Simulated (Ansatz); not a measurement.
The system is PbS.

```
Pb S
1.0
     3.65366    0.00000    0.00000
     0.00000    3.65366    0.00000
     0.00000    0.00000    3.65366
Pb S
1 1
Direct
  0.00000 0.00000 0.00000
  0.50000 0.50000 0.50000
```

Measurements of this composition are mostly on another form, of space group No. 225.

Base run:

```yaml
Program: Ansatz 0.2.0
Functional: PBE
Potentials_or_basis: Ansatz PAW
Cutoff: "420 eV (not typed: the program's choice for these potentials)"
k_mesh: 7 × 7 × 7
Occupations: fermi-dirac, width 0.05 eV
Spin: no spin polarisation
```

Its results: pressure 0.0 GPa.

Question: After a change of settings the same cell gave: pressure -3.5 GPa. Which change was it?
A. functional from PBE to LDA
B. functional from PBE to r2SCAN; cutoff from 420 eV (not typed: the program's choice for these potentials) to 500 eV (not typed: the program's choice for these potentials)
C. functional from PBE to PBEsol

Answer: C.

PBEsol binds more tightly than PBE, so the same cell stands under less pressure.

Caveats: the PAW data sets come from PBE, with cores solved anew for the run's functional, which leaves a small shift of forces and pressure (some runs).
